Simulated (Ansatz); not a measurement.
Property card for TiTe$_{2}$

These are results of Ansatz 0.2.0, DFT PBE, scalar-relativistic, plane waves, PAW, not measurements.

Settings: cutoff 420 eV, Γ-centred mesh 12×12×8 on the computed 3-atom cell, Gaussian smearing of 0.10 eV; no spin polarisation.

The structure is relaxed at this level of theory with its symmetry kept. Whether it is the stable form of this composition wasn't checked.

```cif
data_structure
_symmetry_space_group_name_H-M 'P-3m1'
_symmetry_Int_Tables_number 164
_cell_length_a 3.7690
_cell_length_b 3.7690
_cell_length_c 6.8981
_cell_angle_alpha 90.000
_cell_angle_beta 90.000
_cell_angle_gamma 120.000
_cell_volume 84.86
loop_
_atom_site_label
_atom_site_type_symbol
_atom_site_symmetry_multiplicity
_atom_site_Wyckoff_symbol
_atom_site_fract_x
_atom_site_fract_y
_atom_site_fract_z
_atom_site_occupancy
Ti1 Ti 1 a 0.00000 0.00000 0.00000 1
Te1 Te 2 d 0.66667 0.33333 0.25086 1
```

| Property | Result |
| --- | --- |
| Space group | P-3m1 (No. 164) |
| Volume per atom | 28.29 Å³ |
| Formation energy from the elements' standard states (uncorrected) | -0.702 eV/atom |
| Kohn–Sham band gap | none (metal) |
| Density of states at the Fermi level | 1.52 states/eV per cell |
| Löwdin character within 0.5 eV of the Fermi level | Ti 3d 73 %, Te 5p 23 % |
| Bader charges (e) | Ti (1 in the cell) 1.37, Te (2 in the cell) -0.68 |

Spin-orbit coupling is left out, which matters for the bands of heavy elements.